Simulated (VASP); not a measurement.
**InP: relaxation of cell and atoms with PBE**

Crystal: InP.

```
In P
1.0
     0.00000    2.98003    2.98003
     2.98003    0.00000    2.98003
     2.98003    2.98003    0.00000
In P
1 1
Direct
  0.00000 0.00000 0.00000
  0.25000 0.25000 0.25000
```

```
Program                : VASP 6.6.1
Task                   : relaxation of cell and atoms
Functional             : PBE
Potentials or basis    : VASP PAW PBE potentials, release 64 (In_d, P)
Cutoff                 : 600 eV
k mesh                 : 10 × 10 × 10
Occupations            : gaussian, width 0.02 eV
Spin                   : no spin polarisation
Dipole correction      : no
Further INCAR settings : ALGO = Normal; EDIFF = 1e-07; IBRION = 2; EDIFFG = -0.005; NSW = 100; ISIF = 3
```

* Relaxed volume: 26.44 Å³/atom
* Relaxed cell: a = 4.213 Å, b = 4.213 Å, c = 4.213 Å, α = 60.00°, β = 60.00°, γ = 60.00°
* Space group after relaxing (to 0.05 Å): F-43m (No. 216)
* Energy gained by relaxing: 0.0 meV/atom
* Ionic steps: 2
* Pressure after relaxing: 0.0 GPa
* Band gap on the k mesh: 0.44 eV, direct

Final structure:
```
In P
1.0
     0.00000    2.97923    2.97923
     2.97923    0.00000    2.97923
     2.97923    2.97923    0.00000
In P
1 1
Direct
  0.00000 0.00000 0.00000
  0.25000 0.25000 0.25000
```

Levels at points of the mesh, in eV from the valence-band top:
```tsv
k point	band 7	band 8	band 9	band 10	band 11	band 12
(0.00, 0.00, 0.00)	0.00	0.00	0.00	0.44	4.09	4.09
(0.50, 0.00, 0.00)	-5.48	-0.90	-0.90	1.38	4.80	4.80
(0.50, 0.50, 0.00)	-5.54	-2.16	-2.16	1.85	2.26	8.91
```

Run time: 26 s on 1 thread of Intel(R) Xeon(R) 6975P-C (Granite Rapids), on a shared host, peak memory 0.24 GiB.

Caveat: spin-orbit coupling is left out, which moves the levels of the heavy elements. A hybrid or GW would open this gap; PBE tends to underestimate it.
